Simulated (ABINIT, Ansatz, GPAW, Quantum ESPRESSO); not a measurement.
## Ti3Al: 5 runs at one level of theory

```
CELL_PARAMETERS angstrom
2.92754 0.00000 0.00000
-1.46377 2.53533 0.00000
0.00000 0.00000 9.22636
ATOMIC_POSITIONS crystal
Ti 0.35222 0.68057 0.25483
Ti 0.34791 0.69140 0.74630
Ti 0.65209 0.34189 0.00035
Al 0.66040 0.32153 0.50111
```

The cell comes from a database or a generator and needn't be the stable form of this composition.

Atoms were shifted at random by some hundredths of an Å from the given cell, which wasn't relaxed again for these runs.

Alike in all runs: task single point; functional PBEsol; k mesh 10 × 10 × 3; occupations fermi-dirac, width 0.05 eV; no spin polarisation; no spin-orbit coupling. Pressure is positive in compression and, in plane waves, holds the error of the finite cutoff, which Ansatz's Pulay term estimates and takes out.

```tsv
program and potentials	plane-wave cutoff (eV)	notes	pressure (GPa)	largest force (eV/Å)	energy over the undisturbed cell (meV/atom)
Ansatz, Ansatz PAW	420	potentials made for PBE, which Ansatz adapts in part; Pulay term of +0.02 GPa included	-3.44	0.477	9.27
GPAW, PAW data sets generated for this functional	600	-	-3.73	0.476	9.23
Quantum ESPRESSO, GBRV 1.5 PBEsol	612	-	?	?	?
Ansatz, all-electron LAPW, scalar-relativistic	-	-	-3.45	0.477	-
ABINIT, PseudoDojo NC SR PBEsol v0.4.1 standard	1143	-	-3.43	0.477	-
```

Estimate from the other rows what the run with Quantum ESPRESSO, GBRV 1.5 PBEsol gave.

Pressure -3.48 GPa; largest force 0.476 eV/Å; energy over the undisturbed cell 9.24 meV/atom. The other rows, which needn't bracket it: pressure -3.73 to -3.43; largest force 0.476 to 0.477; energy over the undisturbed cell 9.23 to 9.27.
